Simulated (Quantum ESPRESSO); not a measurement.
## Mn3Si under changes of volume

One of the cells (11.709 Å³/atom); the others are scaled copies at fixed shape and fractional positions:

```
Mn Si
1.0
     0.00000    2.86100    2.86100
     2.86100    0.00000    2.86100
     2.86100    2.86100    0.00000
Mn Si
3 1
Direct
  0.75000 0.75000 0.75000
  0.25000 0.25000 0.25000
  0.50000 0.50000 0.50000
  0.00000 0.00000 0.00000
```

```yaml
Program: Quantum ESPRESSO 7.5
Functional: LDA
Potentials_or_basis: PseudoDojo 0.4.1 SR LDA standard
Cutoff: 1306 eV
Density_cutoff: 5225 eV
k_mesh: 6 × 6 × 6
Occupations: fermi-dirac, width 0.05 eV
Spin: collinear spin, ferromagnetic start
Starting_moments: "[4.0, 4.0, 4.0, 0.0] μB"
```

```tsv
volume (Å³/atom)	energy over the lowest point (meV/atom)	pressure (GPa)	moment (μB per cell)
11.007	0.00	-13.0	1.08
11.241	21.49	-16.8	1.07
11.475	48.36	-20.2	1.06
11.709	79.88	-23.2	1.04
11.943	115.42	-25.8	1.03
12.412	?	?	?
```

What does the run at 12.412 Å³/atom give?

Energy over the lowest point 196.95 meV/atom; pressure -30.1 GPa; moment 1.02 μB per cell.

Worked out: A Birch-Murnaghan fit of order 3 (a polynomial in V^(-2/3)) to the other rows has no minimum within the range. It gives 196.57 meV/atom at 12.412 Å³/atom, against the run's 196.95, and -dE/dV = -29.7 GPa, against -30.1. A straight line through the other rows of the moment, of slope -0.0556 μB per Å³/atom, extrapolates to 1.00 μB, against the run's 1.02. The fit is too stiff a form for this range.

Energies are extrapolated to zero smearing.

Caveats: the cell as given lies far from equilibrium (some runs).
